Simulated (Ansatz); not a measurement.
# BP (F-43m) in Ansatz: further runs

Aim: see how the results for BP move with the level of theory and the settings. Levels: revPBE, PBE. Tasks: band structure.

Everything below comes from runs of Ansatz 0.2.0. Logs are shortened: lines on timing, memory, paths and dates and some standing lists are left out, and cuts for length are marked.

### Step 1. The crystal as given

It takes space group F-43m (No. 216, cubic). Conventional cell: a = 4.538 Å, b = 4.538 Å, c = 4.538 Å, α = 90.00°, β = 90.00°, γ = 90.00°. P (site symmetry -43m) has 4 B at 1.97 Å as nearest neighbours. Around B (site symmetry -43m) lie 4 P at 1.97 Å.

### Step 2. Band structure, revPBE

Input file input.yaml:

```yaml
crystal:
  lattice:
    - [0.0, 2.269, 2.269]
    - [2.269, 0.0, 2.269]
    - [2.269, 2.269, 0.0]
  atoms:
    - { symbol: P, position: [0.75, 0.75, 0.75] }
    - { symbol: B, position: [0.0, 0.0, 0.0] }
kpoints:
  mp_grid: { grid: [10, 10, 10] }
  band_path:
    path:
      - [0.0, 0.0, 0.0]
      - [0.5, 0.0, 0.5]
      - [0.5, 0.25, 0.75]
      - [0.375, 0.375, 0.75]
      - [0.0, 0.0, 0.0]
      - [0.5, 0.5, 0.5]
      - [0.625, 0.25, 0.625]
      - [0.5, 0.25, 0.75]
    npoints: 10
scf:
  occupations: { method: fermi_dirac, width: 0.05 }
hamiltonian:
  xc: revpbe
  pseudopotentials: { kind: all_electron, lapw: { basis_error: 0.001 } }
output:
  forces: true
  stress: true
  eigenvalues: true
```

Potentials or basis: all-electron LAPW, scalar-relativistic.

Run with:

```sh
$ ansatz run input.yaml --threads 1 --pin off --max-ram 3072MiB --backend cpu --events-out ev --progress --plain --runs-dir out
```

The program printed:

```text
Warning: RAYON_NUM_THREADS=1 ignored (pool sized by the plan → 1); use --threads N
LAPW: plane waves up to 8.570 Å⁻¹, error target 1.0e-3 eV per atom; small_component_spin mean_spin; B in spheres of 0.908 Å, 5 of its electrons in bands, Dirac shells []; P in spheres of 1.057 Å, 13 of its electrons in bands, Dirac shells [] (how accurate: hamiltonian.pseudopotentials.lapw.basis_error, Limitations)
Engine: ansatz 0.2.0, x86_64-unknown-linux-gnu
Pseudopotentials: kind: all_electron
Pseudopotential: P, LAPW, valence charge 13, lapw/all_electron/scalar/gaussian/P, Koelling and Harmon's equation, gaussian nucleus
Pseudopotential: B, LAPW, valence charge 5, lapw/all_electron/scalar/gaussian/B, Koelling and Harmon's equation, gaussian nucleus
Functional definition: revPBE
  parameter kappa = 1.245
  parameter beta = 0.06672455060314922
  exchange = pbe_x(kappa = kappa, mu = beta*pi^2/3)
  correlation = pbe_c(beta = beta)
Crystal: 2 atoms, lattice volume = 23.363 Å³
Basis set: ecut = 279.8147985823377 eV, 259 PW (Γ), exchange–correlation at level 2
Bands: 13, of which v1, the nominal top of the filled ones, is band 9 counted from 1 (8 counted from 0)
Symmetry: 24 space group operations
Space group: F-43m (ITA 216), of the structure as read, at distance tolerance 2.9e-5 Å
k-points: 47 of 1000 (time reversal used)
Non-local potential: P, projectors of the file, none
Non-local potential: B, projectors of the file, none
Initial density: superposition of atomic densities (chi_scale 0.1, normalization cell, long waves kept (reshape's long-wave potential 0.00 eV rms))
Initial wavefunctions: plane waves of lowest kinetic energy (no species holds an atomic orbital)
Functional: x = revpbe(κ = 1.245, μ = 0.2195149727645171), c = pbe(β = 0.06672455060314922)
iter 1 solved again at ethr=1.04e-2 eV; its pass at ethr=1.00e-1 eV (dr2=1.87e0 eV) is discarded
SCF iter   1: F=—  HF=-9989.761596 eV  |F-HF|=—  |Δ(HF+E_count)|=         —  Δρ=8.47e-2  dr2=1.87e0  ethr=1.04e-2  ⟨swp⟩=2.0  Hψ=4529  notcnv=0
preconditioner: auto → none  [insulator: Δε(μ)=1.892 eV  Ē_g=12.946 eV  σ=0.050 eV  W_gap=1.00  n_scr=8 (ndim 8)  ℏωp=21.7 eV  f_vac=0.000  D(μ)=0.00/eV (n_scr^D=0)  ε∞_Penn≈3.8]
iter 2 solved again at ethr=8.27e-4 eV; its pass at ethr=1.04e-2 eV (dr2=1.49e-1 eV) is discarded
SCF iter   2: F=—  HF=-9989.161345 eV  |F-HF|=—  |Δ(HF+E_count)|=   6.00e-1  Δρ=2.75e-2  dr2=1.49e-1  ethr=8.27e-4  ⟨swp⟩=2.0  Hψ=3192  notcnv=0
SCF iter   3: F=—  HF=-9989.129698 eV  |F-HF|=—  |Δ(HF+E_count)|=         —  Δρ=1.10e-2  dr2=2.10e-2  ethr=8.27e-4  ⟨swp⟩=2.0  Hψ=1684  notcnv=0
the basis was enlarged: its passes take 161.3 KiB over the memory plan, 1 of 1 planned eigensolver slots
SCF iter   4: F=—  HF=-9989.128193 eV  |F-HF|=—  |Δ(HF+E_count)|=   1.51e-3  Δρ=1.24e-3  dr2=1.68e-4  ethr=1.17e-4  ⟨swp⟩=2.3  Hψ=1710  notcnv=0
SCF iter   5: F=—  HF=-9989.128371 eV  |F-HF|=—  |Δ(HF+E_count)|=   1.78e-4  Δρ=1.53e-4  dr2=2.96e-6  ethr=9.35e-7  ⟨swp⟩=3.0  Hψ=1643  notcnv=0
SCF iter   6: F=-9989.128378 eV  HF=-9989.128378 eV  |F-HF|=1.97e-7  |Δ(HF+E_count)|=   7.13e-6  Δρ=2.02e-5  dr2=6.09e-8  ethr=1.64e-8  ⟨swp⟩=3.0  Hψ=1681  notcnv=0
SCF 1 converged in 6 iterations: F = -9989.128378 eV  dr2 = 6.09e-8
NSCF: frozen V_eff on 71 k-points
SCF converged after 6 iterations
Free energy (F): -9989.128378 eV
Harris-Foulkes:  -9989.128378 eV  (|F-HF|=1.97e-7)
Internal energy: -9989.128378 eV  (E = F + TS)
E sigma→0 (E₀):  -9989.128378 eV
Entropy (-TS):   -0.000000 eV (-0.000 meV/atom)
Fermi energy:    10.883094 eV
--- Per-component energies (eV) ---
  E_band       = -1263.848284
  E_kinetic    = 10020.237232
  E_xc         = -746.965745
  E_electrostatic = -19262.399865  (all electrons and nuclei)
  E_smearing   = -0.000000  (= −TS)
  E_closure    = 0.000000  (closes the sum)
  E_atoms      = -9976.874303  (free atoms, spherical and without spin; not in F)
  Σ components = -9989.128378   (vs F -9989.128378, Δ=0.00e0)
  Basis errors (estimates in eV, not in F): energy 6.4e-4 per atom: plane waves 6.1e-4 (3.7e-4 summed), levels above the bands 1.9e-78, relativity 4.3e-9, radial functions 3.5e-5, core shells 1.9e-13; eigenvalues (radial functions only) 3.1e-6; not estimated: angular momenta, meshes, grids; target (lapw.basis_error) 1.0e-3; muffin-tin radii B 0.908 Å, P 1.057 Å
--- Forces (eV/Å), atoms counted from 1 ---
  atom   1  P      0.00000000    -0.00000000     0.00000000
  atom   2  B     -0.00000000    -0.00000000     0.00000000
  max |Σ_I F_I| component: 1.39e-17 eV/Å
--- Stress (GPa, compression-positive) ---
        3.232830      -0.000000      -0.000000
       -0.000000       3.232830       0.000000
       -0.000000       0.000000       3.232830
  P = ⅓ Tr σ = 3.2328 GPa (32.328 kbar)
--- Band table (eV; the first three rows and the last of 47) ---
  k-point 0: bands = ["-162.9718", "-158.2627", "-108.5895", "-108.5895", "-108.5895", "-5.2048", "10.2720", "10.2720", "10.2720", "13.6794", "13.6794", "13.6794", "17.6828"]
  k-point 1: bands = ["-162.9718", "-158.2627", "-108.5895", "-108.5895", "-108.5895", "-5.0245", "8.9681", "9.9769", "9.9769", "14.0878", "14.0878", "14.1206", "18.2059"]
  k-point 2: bands = ["-162.9718", "-158.2627", "-108.5895", "-108.5895", "-108.5895", "-4.4906", "6.6239", "9.4169", "9.4169", "14.3216", "14.8073", "14.8073", "19.3917"]
  k-point 46: bands = ["-162.9718", "-158.2627", "-108.5896", "-108.5895", "-108.5895", "-0.0938", "2.1116", "4.7431", "4.9159", "14.8972", "15.7108", "18.5135", "18.9802"]
```

Run time: 15 s. Hardware: 1 thread of Intel Xeon at 2.50GHz (Skylake/Cascade Lake), shared host; peak memory 0.25 GiB.

What came out:

* Free energy: -9989.1284 eV
* Pressure: 3.2 GPa
* Band gap on the k mesh: 1.26 eV, indirect (least direct gap 3.41 eV)
* Band gap along the path: 1.26 eV, indirect (least direct gap 3.41 eV)

Levels at the corners of the path, in eV from the valence-band top:
```csv
point,band 6,band 7,band 8,band 9,band 10,band 11,band 12,band 13
Γ,-15.48,0.00,0.00,0.00,3.41,3.41,3.41,7.41
X,-10.61,-8.61,-4.12,-4.12,1.35,1.70,12.14,12.14
W,-10.34,-8.09,-5.67,-5.47,5.36,6.79,7.27,7.45
K,-10.62,-8.19,-6.22,-3.51,2.17,6.02,9.74,10.63
Γ,-15.48,0.00,0.00,0.00,3.41,3.41,3.41,7.41
L,-12.15,-9.04,-1.76,-1.76,3.79,4.71,4.71,10.20
U,-10.62,-8.19,-6.22,-3.51,2.17,6.02,9.74,10.63
W,-10.34,-8.09,-5.67,-5.47,5.36,6.79,7.27,7.45
```

### Step 3. Band structure, PBE

input.yaml: that of step 2 with these lines changed.

```diff
@@ -20,3 +20,3 @@
       - [0.5, 0.25, 0.75]
-    npoints: 10
+    npoints: 6
 scf:
@@ -24,3 +24,3 @@
 hamiltonian:
-  xc: revpbe
+  xc: pbe
   pseudopotentials: { kind: all_electron, lapw: { basis_error: 0.001 } }
```

Potentials or basis: all-electron LAPW, scalar-relativistic.

Run with:

```sh
$ ansatz run input.yaml --threads 1 --pin off --max-ram 3072MiB --backend cpu --events-out ev --progress --plain --runs-dir out
```

The program printed:

```text
Warning: RAYON_NUM_THREADS=1 ignored (pool sized by the plan → 1); use --threads N
LAPW: plane waves up to 8.585 Å⁻¹, error target 1.0e-3 eV per atom; small_component_spin mean_spin; B in spheres of 0.908 Å, 5 of its electrons in bands, Dirac shells []; P in spheres of 1.057 Å, 13 of its electrons in bands, Dirac shells [] (how accurate: hamiltonian.pseudopotentials.lapw.basis_error, Limitations)
[... 4 set-up lines as earlier in the session ...]
Functional definition: PBE
  parameter kappa = 0.804
[... 3 set-up lines as earlier in the session ...]
Crystal: 2 atoms, lattice volume = 23.363 Å³
Basis set: ecut = 280.7857558855297 eV, 259 PW (Γ), exchange–correlation at level 2
Bands: 13, of which v1, the nominal top of the filled ones, is band 9 counted from 1 (8 counted from 0)
[... 2 set-up lines as earlier in the session ...]
k-points: 47 of 1000 (time reversal used)
[... 4 set-up lines as earlier in the session ...]
Functional: x = pbe(κ = 0.804, μ = 0.2195149727645171), c = pbe(β = 0.06672455060314922)
iter 1 solved again at ethr=1.07e-2 eV; its pass at ethr=1.00e-1 eV (dr2=1.92e0 eV) is discarded
SCF iter   1: F=—  HF=-9986.693827 eV  |F-HF|=—  |Δ(HF+E_count)|=         —  Δρ=8.58e-2  dr2=1.93e0  ethr=1.07e-2  ⟨swp⟩=2.0  Hψ=4532  notcnv=0
[... 9 lines left out ...]
NSCF: frozen V_eff on 43 k-points
SCF converged after 6 iterations
Free energy (F): -9986.021244 eV
Harris-Foulkes:  -9986.021244 eV  (|F-HF|=8.07e-8)
Internal energy: -9986.021244 eV  (E = F + TS)
E sigma→0 (E₀):  -9986.021244 eV
Entropy (-TS):   -0.000000 eV (-0.000 meV/atom)
Fermi energy:    10.804282 eV
--- Per-component energies (eV) ---
  E_band       = -1264.063955
  E_kinetic    = 10016.164255
  E_xc         = -743.633231
  E_electrostatic = -19258.552268  (all electrons and nuclei)
  E_smearing   = -0.000000  (= −TS)
  E_closure    = 0.000000  (closes the sum)
  E_atoms      = -9973.111326  (free atoms, spherical and without spin; not in F)
  Σ components = -9986.021244   (vs F -9986.021244, Δ=0.00e0)
  Basis errors (estimates in eV, not in F): energy 6.2e-4 per atom: plane waves 6.0e-4 (3.6e-4 summed), levels above the bands 1.5e-78, relativity 9.0e-9, radial functions 2.7e-5, core shells 2.8e-13; eigenvalues (radial functions only) 3.0e-6; not estimated: angular momenta, meshes, grids; target (lapw.basis_error) 1.0e-3; muffin-tin radii B 0.908 Å, P 1.057 Å
--- Forces (eV/Å), atoms counted from 1 ---
  atom   1  P      0.00000000    -0.00000000     0.00000000
  atom   2  B     -0.00000000     0.00000000    -0.00000000
  max |Σ_I F_I| component: 2.78e-17 eV/Å
--- Stress (GPa, compression-positive) ---
        1.091148       0.000000      -0.000000
        0.000000       1.091148       0.000000
       -0.000000       0.000000       1.091148
  P = ⅓ Tr σ = 1.0911 GPa (10.911 kbar)
--- Band table (eV; the first three rows and the last of 47) ---
  k-point 0: bands = ["-162.7711", "-158.1671", "-108.6434", "-108.6434", "-108.6434", "-5.2573", "10.1997", "10.1997", "10.1997", "13.6067", "13.6067", "13.6067", "17.5790"]
  k-point 1: bands = ["-162.7710", "-158.1671", "-108.6434", "-108.6434", "-108.6434", "-5.0771", "8.9003", "9.9058", "9.9058", "14.0133", "14.0133", "14.0396", "18.1007"]
  k-point 2: bands = ["-162.7710", "-158.1671", "-108.6434", "-108.6434", "-108.6434", "-4.5436", "6.5601", "9.3477", "9.3477", "14.2347", "14.7304", "14.7304", "19.2738"]
  k-point 46: bands = ["-162.7710", "-158.1671", "-108.6435", "-108.6435", "-108.6435", "-0.1593", "2.0781", "4.6749", "4.8442", "14.8061", "15.6102", "18.4305", "18.8747"]
```

It took 13 s on 1 thread of Intel Xeon at 2.50GHz (Skylake/Cascade Lake), shared host; peak memory 0.26 GiB.

What came out:

| Quantity | Value |
| --- | --- |
| Free energy | -9986.0212 eV |
| Pressure | 1.1 GPa |
| Band gap on the k mesh | 1.25 eV, indirect (least direct gap 3.41 eV) |
| Band gap along the path | 1.24 eV, indirect (least direct gap 3.41 eV) |

Levels at the corners of the path, in eV from the valence-band top:
```
point  band 7  band 8  band 9  band 10  band 11  band 12
    Γ    0.00    0.00    0.00     3.41     3.41     3.41
    X   -8.58   -4.11   -4.11     1.34     1.66    12.08
    W   -8.05   -5.67   -5.47     5.33     6.76     7.24
    K   -8.16   -6.22   -3.50     2.15     6.00     9.71
    Γ    0.00    0.00    0.00     3.41     3.41     3.41
    L   -9.03   -1.76   -1.76     3.78     4.71     4.71
    U   -8.16   -6.22   -3.50     2.15     6.00     9.71
    W   -8.05   -5.67   -5.47     5.33     6.76     7.24
```
